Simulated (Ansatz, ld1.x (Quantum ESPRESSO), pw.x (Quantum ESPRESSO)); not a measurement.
**Ca (diamond): variants of one TM potential in the solid**

* Element: calcium (Ca)
* Generator: ld1.x (Quantum ESPRESSO) 7.5
* Type: norm-conserving Troullier–Martins (Kleinman–Bylander form)
* Functional: PBE
* Relativity: scalar-relativistic
* Frozen core: [Ar]
* Valence charge: 2
* Reference configuration: 3d0 4s1.75 4p0 (charge +0.25)
* Partial waves: 4p (bound, empty): rc 3.25 bohr; 3d (bound, empty): rc 3.20 bohr; 4s (bound): rc 2.40 bohr
* Local potential: the s channel
* Core correction: a·sin(br)/r model core inside 2.25 bohr

Crystal test: diamond Ca in pw.x 7.5, no spin, 8³ k-points, Fermi–Dirac smearing 0.01 Ry, cutoffs set for each file from its atomic test. The reference is all-electron LAPW (Ansatz 0.2.0) with the same functional, mesh and smearing; V0 and B0 come from Birch–Murnaghan fits to the pressures at five volumes. Errors are pseudo minus all-electron; Δ is the rms difference of the E(V) curves that follow from these fits, minima aligned, over ±6 % about the mean V0. Mesh and smearing are coarse, so the numbers serve the comparison and aren't converged zero-temperature values; the lattice is a test structure that the element need not adopt.

All-electron: a0 = 8.595 Å (V0 = 79.37 Å³/atom), B0 = 4.2 GPa.

2 further variants are left out: they gave no file fit for a test, a broken result, the same result as the base, or pressures whose basis-set error rivals the error shown.

| change | cutoffs (Ry) | pw.x | a0 (Å) | a0 error (%) | B0 error (%) | Δ (meV/atom) | mean pressure error (GPa) |
| --- | --- | --- | --- | --- | --- | --- | --- |
| base | 50/200 | converged | 8.592 | -0.04 | +1.0 | 0.1 | -0.01 |
| wave 4p (bound): rc 3.25 bohr becomes 4p (bound): rc 3.40 bohr | 50/200 | converged | 8.590 | -0.06 | +1.1 | 0.1 | -0.01 |
| wave 4p (bound): rc 3.25 bohr becomes 4p (bound): rc 4.08 bohr | 50/200 | converged | 8.588 | -0.09 | +0.9 | 0.2 | -0.01 |

Q: Give the row for: wave 4p (bound): rc 3.25 bohr becomes 4p (bound): rc 4.58 bohr.

A: pw.x: converged; mean pressure error (GPa): -0.00; a0 (Å): 8.594; a0 error (%): -0.02; B0 error (%): +1.0; Δ (meV/atom): 0.0.
